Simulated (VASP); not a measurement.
# CaO (Lime): relaxation of the atoms with PBE

CaO (Lime):

```
Ca O
1.0
     0.00000    2.36955    2.36955
     2.36955    0.00000    2.36955
     2.36955    2.36955    0.00000
Ca O
1 1
Direct
  0.00000 0.00000 0.00000
  0.50000 0.50000 0.50000
```

The cell isn't the ideal one: a relaxed cell with its volume scaled by 0.94.

```yaml
Program: VASP 6.6.1
Task: relaxation of the atoms
Functional: PBE
Potentials_or_basis: VASP PAW PBE potentials, release 64 (Ca_sv, O)
Cutoff: 600 eV
k_mesh: 10 × 10 × 10
Occupations: gaussian, width 0.03 eV
Spin: no spin polarisation
Further_INCAR_settings: ALGO = Fast; EDIFF = 1e-07; IBRION = 2; EDIFFG = -0.01; NSW = 40
```

* Pressure after relaxing: 7.5 GPa
* Band gap on the k mesh: 3.62 eV, indirect (least direct gap 3.98 eV)

Final structure:
```
Ca O
1.0
     0.00000    2.36955    2.36955
     2.36955    0.00000    2.36955
     2.36955    2.36955    0.00000
Ca O
1 1
Direct
  0.00000 0.00000 0.00000
  0.50000 0.50000 0.50000
```

Levels at points of the mesh, in eV from the valence-band top:
```tsv
k point	band 4	band 5	band 6	band 7	band 8	band 9	band 10	band 11	band 12
(0.00, 0.00, 0.00)	-18.20	-15.62	0.00	0.00	0.00	5.07	6.33	6.33	6.33
(0.50, 0.00, 0.00)	-18.26	-14.23	-2.74	-1.29	-1.29	7.27	8.59	8.59	8.84
(0.50, 0.50, 0.00)	-18.46	-15.38	-1.28	-0.36	-0.36	3.62	8.36	9.14	9.84
```

Wall time 16 s on 1 thread of Intel(R) Xeon(R) 6975P-C (Granite Rapids), on a shared host, peak memory 0.16 GiB.

Caveat: the relaxation stopped at its first step, so nothing moved. A k mesh can miss the band edges.
